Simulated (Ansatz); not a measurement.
## InPd under changes of volume

One of the cells (17.513 Å³/atom); the others are scaled copies at fixed shape and fractional positions:

```
In Pd
1.0
     3.27188    0.00000    0.00000
     0.00000    3.27188    0.00000
     0.00000    0.00000    3.27188
In Pd
1 1
Direct
  0.00000 0.00000 0.00000
  0.50000 0.50000 0.50000
```

The cell comes from a database or a generator and needn't be the stable form of this composition.

* Program: Ansatz 0.2.0
* Functional: PBEsol
* Potentials or basis: Ansatz PAW
* Cutoff: 420 eV (not typed: the program's choice for these potentials)
* k mesh: 8 × 8 × 8
* Occupations: fermi-dirac, width 0.05 eV
* Spin: no spin polarisation

| volume (Å³/atom) | energy over the lowest point (meV/atom) | pressure (GPa) |
| --- | --- | --- |
| 16.462 | 11.58 | 6.0 |
| 16.813 | 2.32 | 2.6 |
| 17.163 | 0.00 | -0.4 |
| 17.513 | 3.75 | -3.0 |
| 17.863 | 12.79 | -5.3 |
| 18.214 | ? | ? |
| 18.564 | 44.44 | -9.0 |

**Question.** What does the run at 18.214 Å³/atom give?

**Answer.** Energy over the lowest point 26.54 meV/atom; pressure -7.3 GPa.

Worked out: A Birch-Murnaghan fit of order 3 (a polynomial in V^(-2/3)) to the other rows has its minimum at 17.11 Å³/atom with B0 = V·E''(V) = 138 GPa and B' = 5.3. It gives 26.58 meV/atom at 18.214 Å³/atom, against the run's 26.54, and -dE/dV = -7.3 GPa, against -7.3.

Energies are extrapolated to zero smearing.

Caveats: the PAW data sets come from PBE, with cores solved anew for the run's functional, which leaves a small shift of forces and pressure.
